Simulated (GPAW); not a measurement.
A run of GPAW 26.7.0 is set up as follows.

Contents of run.py:

```python
import json
import numpy as np
from ase import Atoms
from ase.constraints import FixSymmetry
from ase.io import write
from ase.optimize import BFGS
from ase.spacegroup import crystal
from phonopy import Phonopy
from phonopy.structure.atoms import PhonopyAtoms
from gpaw import GPAW, PW, setup_paths

setup_paths.insert(0, '.')

# Ti 8b
# Si 16f
atoms = crystal(['Ti', 'Si'],
                basis=[[0.75, 0.25, 0.25],
                       [0.75, 0.91256561, 0.25]],
                spacegroup=70, setting=1,  # Fddd
                cellpar=[4.77902391, 8.23503261, 8.52579567, 90.0, 90.0, 90.0],
                primitive_cell=True)

calc = GPAW(mode=PW(510),
            xc='LDA',
            kpts={'size': (7, 7, 7), 'gamma': True},
            occupations={'name': 'fermi-dirac', 'width': 0.05},
            nbands=38,
            convergence={'density': 1e-06, 'eigenstates': 1e-09},
            maxiter=150,
            txt='gpaw.txt')
atoms.calc = calc
atoms.set_constraint(FixSymmetry(atoms))
BFGS(atoms, trajectory='relax.traj', logfile='-').run(fmax=0.005, steps=40)
atoms.set_constraint()
energy = atoms.get_potential_energy()
forces = atoms.get_forces()
stress = atoms.get_stress()
calc.write('gs.gpw')
write('result.traj', atoms)
print('Cell:', atoms.cell.cellpar().round(4))
print(atoms.get_scaled_positions().round(5))

def force_constants(scale):
    unit = PhonopyAtoms(symbols=atoms.get_chemical_symbols(), cell=atoms.cell[:] * scale**(1 / 3),
                        scaled_positions=atoms.get_scaled_positions())
    ph = Phonopy(unit, supercell_matrix=np.diag([1, 1, 1]), primitive_matrix=np.eye(3), symprec=1e-4)
    ph.generate_displacements(distance=0.02)
    forces = []
    for i, sc in enumerate(ph.supercells_with_displacements):
        a = Atoms(sc.symbols, cell=sc.cell, scaled_positions=sc.scaled_positions, pbc=True)
        c = GPAW(mode=PW(510),
                 xc='LDA',
                 kpts={'size': (7, 7, 7), 'gamma': True},
                 occupations={'name': 'fermi-dirac', 'width': 0.05},
                 nbands=38,
                 convergence={'density': 1e-06, 'eigenstates': 1e-09},
                 maxiter=150,
                 txt=f'disp-{scale:.3f}-{i:02d}.txt')
        a.calc = c
        f = a.get_forces()
        forces.append(f - f.mean(axis=0))
        print(f'displacement {i}: drift', f.mean(axis=0).round(5), flush=True)
    ph.forces = forces
    ph.produce_force_constants()
    ph.symmetrize_force_constants()
    return ph

qpoints = [[0.0, 0.0, 0.0]]
results = {}
for scale in [1.0]:
    ph = force_constants(scale)
    ph.run_qpoints(qpoints)
    nu = ph.qpoints.frequencies * 33.35641  # THz to cm^-1
    results[f'{scale:.3f}'] = nu.tolist()
    for qp, f in zip(qpoints, nu):
        print(scale, np.round(qp, 4), f.round(2))
json.dump(results, open('phonons.json', 'w'))
```

Potentials or basis: PAW data sets generated in the run's folder for this functional, pw.

Command:

```sh
$ gpaw-setup -f LDA Si Ti
$ OMP_NUM_THREADS=1 python run.py
```

Q: What does it give for the highest phonon frequency at Γ?

A: 419 cm⁻¹.

Q: What does it give for the band gap on the k mesh?

A: None (metal or under the smearing width).

Final structure:
```xyz
6
Lattice="0.0000 4.1175 4.2629 2.3895 0.0000 4.2629 2.3895 4.1175 0.0000" Properties=species:S:1:pos:R:3 pbc="T T T"
Ti    3.5843    6.1763    6.3943
Ti    2.3895    4.1175    4.2629
Si    1.1948    0.7093    2.1314
Si    2.3895    1.3495    4.2629
Si    1.1948    3.4083    2.1314
Si    2.3895    6.8855    4.2629
```

Caveat: the cell is more than 3 GPa from zero pressure, which shifts response properties.
